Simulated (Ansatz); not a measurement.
Runs of Ansatz 0.2.0 on Mn3Si. It takes space group Fm-3m (No. 225, cubic). The conventional cell has a = 5.722 Å, b = 5.722 Å, c = 5.722 Å, α = 90.00°, β = 90.00°, γ = 90.00°. Mn (site symmetry -43m) is surrounded by 4 Mn at 2.48 Å and 4 Si at 2.48 Å. Around Mn (site symmetry m-3m) lie 8 Mn at 2.48 Å. Si (site symmetry m-3m) is surrounded by 8 Mn at 2.48 Å. 

| task | cell | cutoff (eV) | pressure (GPa) | moment (μB) |
| --- | --- | --- | --- | --- |
| relaxation of cell and atoms | relaxed to 5 GPa | - | 5.0 | 1.15 |
| relaxation of cell and atoms | relaxed to 20 GPa | - | 20.0 | 1.44 |
| relaxation of cell and atoms | relaxed to 10 GPa | - | 10.0 | 1.27 |
| relaxation of cell and atoms | relaxed to 30 GPa | - | 30.0 | 1.56 |
| relaxation of cell and atoms | relaxed | - | 0.0 | (b) |
| density of states | as given | 282 | -15.9 | (a) |

Alike in all rows: level PBEsol; potentials or basis all-electron LAPW, scalar-relativistic; spin collinear, ferromagnetic start; k mesh 8 × 8 × 8; smearing fermi-dirac 0.05 eV; basis error allowed 0.002 eV/atom.

Question: Estimate the missing entries.

Answer: (a) 1.01; (b) 1.07.

Caveats: the starting moments weren't kept.
